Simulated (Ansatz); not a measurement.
Planning a run of Ansatz 0.2.0 on AlP (F-43m). The input:

```yaml
crystal:
  lattice:
    - [0.0, 2.736483713, 2.736483713]
    - [2.736483713, 0.0, 2.736483713]
    - [2.736483713, 2.736483713, 0.0]
  atoms:
    - { symbol: Al, position: [0.0, 0.0, 0.0] }
    - { symbol: P, position: [0.75, 0.75, 0.75] }
kpoints:
  mp_grid: { grid: [6, 6, 6] }
hamiltonian:
  xc: pbe
  pseudopotentials: { kind: paw, azcp: { folder: soft_1 } }
scf:
  occupations: { method: fixed }
gw:
  n_empty_bands: 263
  ecut_chi: 200.0
  qp_bands: [v2, c2]
  qp_kpoints: band_edges
  screening: { model: contour_deformation }
```

```sh
ansatz run input.yaml --threads 3 --pin off --max-ram 92160MiB --backend cuda --events-out ev --progress --plain --runs-dir out --devices 1 --max-vram 13GiB
```

Estimate wall time and host memory on 1 × NVIDIA H100 80GB HBM3 (shared by 6 runs) with 3 threads of AMD EPYC 7R13 (Zen 3), shared host.

It took 25 s; on shared hardware allow 13 s to 51 s. Peak host memory was 1.2 GiB. The sizes that set the cost: 821 plane waves a state, 16 irreducible k points, 267 bands summed, 259 plane waves in the screening and 6 SCF cycles.

The screening grows as filled bands × empty bands × pairs of k points, times the square of the screening basis for the matrix.

[Paths, hosts, dates, memory and timing lines, banners, echoed tables and standing remarks are left out of the program output.]

[Logs are printed without paths, hosts, clocks, repeated set-up lines and the standing remarks that a program may print on its own settings, such as how far it seeks lower states.]

[Runs of the session that timed out or met a known fault of the program may be left out.]

[Cells called generated may have been cut or substituted from an entry of the Crystallography Open Database or the Materials Project.]

[Hosts, paths, dates, database ids (printed as entryN), source tags and the programs' standing remarks are cut or masked in the printed files.]
